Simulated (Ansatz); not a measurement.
AlN built on the rocksalt prototype, relaxed with r2SCAN in Ansatz 0.2.0. Space group Fm-3m (No. 225), cubic; conventional cell a = 4.038 Å, 8.23 Å³ an atom. Al has 6 N at 2.02 Å; N has 6 Al at 2.02 Å.

The axes x, y and z are those of this cell:
```
CELL_PARAMETERS angstrom
0.00000 2.01887 2.01887
2.01887 0.00000 2.01887
2.01887 2.01887 0.00000
ATOMIC_POSITIONS crystal
Al 0.00000 0.00000 0.00000
N 0.50000 0.50000 0.50000
```

Unstrained: With PBE the valence top lies at Γ and the conduction bottom at X, 4.669 eV higher; the smallest vertical gap, at Γ, is 5.726 eV. r2SCAN gives an indirect gap of 5.522 eV, from Γ to X; the least direct gap is 6.530 eV at Γ. HSE06 gives an indirect gap of 6.083 eV, from Γ to X; the least direct gap is 7.266 eV at Γ. Meshes: PBE 10×10×10, r2SCAN 10×10×10, HSE06 8×8×8. Strains are changes of length per length. After each strain the atoms were relaxed again with r2SCAN within the symmetry that the strain leaves, so tilts or polar shifts that break it weren't tested; points keep the names that they have in the unstrained zone. The cell comes from a prototype generator: it can be a known phase or a hypothetical one. Spin polarisation is off.

Question: One strain changed the r2SCAN stress by xx -8.95, yy -8.95, zz 0.00 GPa (compression positive) and the gap by -0.506 eV (PBE), -0.520 eV (r2SCAN), -0.555 eV (HSE06). Which kind of strain was it, and roughly how large?

Answer: Epitaxial +2.0 % in the xy plane, free normal strain -1.46 %. The pattern of the stress gives the kind; the size needs the stiffness, so it is an estimate.

Question: Apply uniaxial +0.5 % along [111], other directions held. How far does the gap move, against the unstrained cell?

Answer: PBE: the gap goes from 4.669 to 4.593 eV (-0.076 eV); with r2SCAN the top three valence levels at Γ, degenerate before, become 2+1 from the top over 71 meV. r2SCAN: the gap goes from 5.522 to 5.442 eV (-0.080 eV). HSE06: the gap goes from 6.083 to 6.000 eV (-0.083 eV). The r2SCAN energy rises by 0.5 meV an atom.

Question: Apply epitaxial +4.0 % in the plane normal to [111], free normal strain -0.54 %. How far does the gap move, against the unstrained cell?

Answer: PBE: the gap goes from 4.669 to 3.466 eV (-1.203 eV); with r2SCAN the top three valence levels at Γ, degenerate before, become 1+2 from the top over 566 meV. r2SCAN: the gap goes from 5.522 to 4.256 eV (-1.266 eV). HSE06: the gap goes from 6.083 to 4.793 eV (-1.290 eV). The r2SCAN energy rises by 57.8 meV an atom.

Question: One strain changed the r2SCAN stress by xx +23.80, yy +7.86, zz +7.86 GPa (compression positive) and the gap by +0.077 eV (PBE), +0.051 eV (r2SCAN), 0.000 eV (HSE06). Which kind of strain was it, and roughly how large?

Answer: Uniaxial -4.0 % along x, other directions held. The pattern of the stress gives the kind; the size needs the stiffness, so it is an estimate.

Question: One strain changed the r2SCAN stress by xx -18.56, yy -18.56, zz -0.04 GPa (compression positive) and the gap by -1.119 eV (PBE), -1.148 eV (r2SCAN), -1.229 eV (HSE06). Which kind of strain was it, and roughly how large?

Answer: Epitaxial +5.0 % in the xy plane, free normal strain -3.35 %. The pattern of the stress gives the kind; the size needs the stiffness, so it is an estimate.

The meshes of the hybrids are coarse, so their gaps aren't converged to the digits shown.

The splittings at Γ are without spin-orbit coupling, which regroups them where it is of like size or larger.
